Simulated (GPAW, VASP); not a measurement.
This is a calculation of Bi (Bismuth) for VASP 6.6.1. 

The input INCAR:

```
ALGO     = Normal         # electronic algorithm
EDIFF    = 1E-6           # SCF threshold, eV
ENCUT    = 520            # plane-wave cutoff, eV
GGA      = PS             # functional
ISIF     = 2              # what is computed and relaxed
ISMEAR   = 0              # smearing method
LASPH    = T              # aspherical terms in the spheres
LCHARG   = F              # write CHGCAR
LREAL    = F              # projectors in reciprocal space
LWAVE    = F              # write WAVECAR
NELM     = 80             # most SCF steps
PREC     = Accurate       # precision mode
SIGMA    = 0.02           # smearing width, eV
```

File KPOINTS:

```
k-points
0
Gamma
  7 7 7
```

File POSCAR:

```
Bi
1.0
    2.2675000000      1.3091417354      3.9380000000
   -2.2675000000      1.3091417354      3.9380000000
    0.0000000000     -2.6182834708      3.9380000000
Bi
2
Direct
    0.7660000000      0.7660000000      0.7660000000
    0.2340000000      0.2340000000      0.2340000000
```

Potentials or basis: VASP PAW PBE potentials, release 54 (Bi_d).

Run with:

```sh
$ cat potpaw_PBE.54/Bi_d/POTCAR > POTCAR
$ mpirun -np 1 vasp_std > vasp.out
```

Task: What does the same run look like in GPAW 26.7.0 (ASE script)? Potentials or basis there: PAW data sets generated for this functional, cutoff 600 eV.

Result: As run (cutoffs and basis follow the program's own potentials, and thresholds, step limits or extra output files can differ):

run.py

```python
from ase.dft.bandgap import bandgap
from ase.io import read, write
from ase.units import GPa
from gpaw import GPAW, PW, setup_paths

setup_paths.insert(0, '.')

atoms = read('POSCAR')

calc = GPAW(mode=PW(600),
            xc='PBEsol',
            kpts={'size': (7, 7, 7), 'gamma': True},
            occupations={'name': 'methfessel-paxton', 'order': 0, 'width': 0.02},
            nbands=25,
            convergence={'density': 1e-05, 'energy': 1e-05},
            maxiter=150,
            txt='gpaw.txt')
atoms.calc = calc
energy = atoms.get_potential_energy()
forces = atoms.get_forces()
stress = atoms.get_stress()
calc.write('gs.gpw')
write('result.traj', atoms)
print(f'Energy: {energy:.6f} eV')
print('Forces (eV/A):')
print(forces.round(4))
print('Stress (GPa):', (stress / GPa).round(3))
print('Fermi level:', round(calc.get_fermi_level(), 4), 'eV')
print(f'Gap: {bandgap(calc)[0]:.4f} eV, direct: {bandgap(calc, direct=True)[0]:.4f} eV')
```

File POSCAR:

```
Bi
1.0
    2.2675000000      1.3091417354      3.9380000000
   -2.2675000000      1.3091417354      3.9380000000
    0.0000000000     -2.6182834708      3.9380000000
Bi
2
Direct
    0.7660000000      0.7660000000      0.7660000000
    0.2340000000      0.2340000000      0.2340000000
```

Potentials or basis: PAW data sets generated in the run's folder for this functional, pw.

Command:

```console
$ gpaw-setup -f PBEsol Bi
$ OMP_NUM_THREADS=1 python run.py
```

Both were run:

|  | VASP | GPAW |
| --- | --- | --- |
| Pressure | -0.4 GPa | -0.4 GPa |
| Largest force | 0.134 eV/Å | 0.123 eV/Å |

VASP's potentials were made for PBE.

Pressure is positive in compression.
